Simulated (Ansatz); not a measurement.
**WS2: H interstitial**

Level of theory: DFT PBE, scalar-relativistic, plane waves, PAW in Ansatz 0.2.0. (420 eV cutoff, 2×2×2 k-mesh, shifted by half a step, Gaussian smearing of 0.01 eV, collinear spin in charge 0 alone)

Host crystal, relaxed:

```
CELL_PARAMETERS angstrom
1.59387 0.92022 7.47445
-1.59387 0.92022 7.47445
0.00000 -1.84045 7.47445
ATOMIC_POSITIONS crystal
W 0.00068 0.00068 0.00068
S 0.40407 0.40407 0.40407
S 0.26395 0.26395 0.26395
```

Supercell of 39 atoms, rows in host cell vectors: -2 1 2; 2 -2 1; 1 2 -2. Atoms relax at the host's cell from a start displaced at random by 0.06 Å near the defect, so other minima may exist. The cell is small, so energies carry finite-size errors of tenths of an eV. The host's Kohn–Sham gap is 1.64 eV. Atoms are taken from and returned to the elements' standard states. Charged cells are corrected for image charges with the computed static dielectric tensor (mean 8.8) and aligned with the host's potential at far atoms (alignment terms reach 0.17 eV). No band-filling term is added, and the Fermi level counts from the host's valence band top.

Spin-orbit coupling is left out, which matters for the bands and energies of heavy elements.

Defect: H interstitial at (0.031, 0.031, 0.406) of the host cell.

What is the formation energy of the neutral defect?

1.85 eV.

Does the neutral defect carry a moment, and how do its surroundings relax?

It changes the cell's moment by 1.00 μB. The nearest neighbours before are 2 S at 2.50 Å, 1 S at 2.51 Å; after relaxation the atoms near the site are 1 S at 1.44 Å, 1 S at 2.53 Å, 1 S at 2.54 Å, 2 W at 3.11 Å; the largest move is 1.27 Å.

Charges +1, 0, -1 were computed. Which is stable where in the gap?

Among the charges computed the stable one is +1 at the valence band top, changing to 0 at 1.05 eV, changing to -1 at 1.19 eV. Other sites of the defect weren't tried. Levels between neighbouring charges: (+1/0) 1.05 eV, (0/-1) 1.19 eV.